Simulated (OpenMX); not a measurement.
Crystal: Al.

```
CELL_PARAMETERS angstrom
2.72176 0.00000 0.00000
0.00000 2.72176 0.00000
0.00000 0.00000 2.72176
ATOMIC_POSITIONS crystal
Al 0.00000 0.00000 0.00000
```

The cell was built by a generator and needn't be a form met in nature.

Base run:

* Program: OpenMX 3.8.5
* Functional: PBE
* Potentials or basis: OpenMX 2013 PBE set, Al7.0-s2p2d1, grid cutoff 300 Ry
* k mesh: 7 × 7 × 7
* Occupations: fermi-dirac, width 0.05 eV
* Spin: no spin polarisation

Its results: band gap on the k mesh none (metal or under the smearing width); pressure -0.7 GPa.

**Question.** The run is repeated on the same cell with these changes: dispersion from none to D4. What comes out?

**Answer.** Band gap on the k mesh none (metal or under the smearing width); pressure -2.9 GPa.

Dispersion adds attraction, which lowers the pressure at fixed volume and, as a term added to the energy, leaves the levels alone.

Caveats: the basis of atomic orbitals isn't converged, which shifts pressures, moduli and gaps; pairwise dispersion overbinds metals, which lowers pressure and volume (some runs).
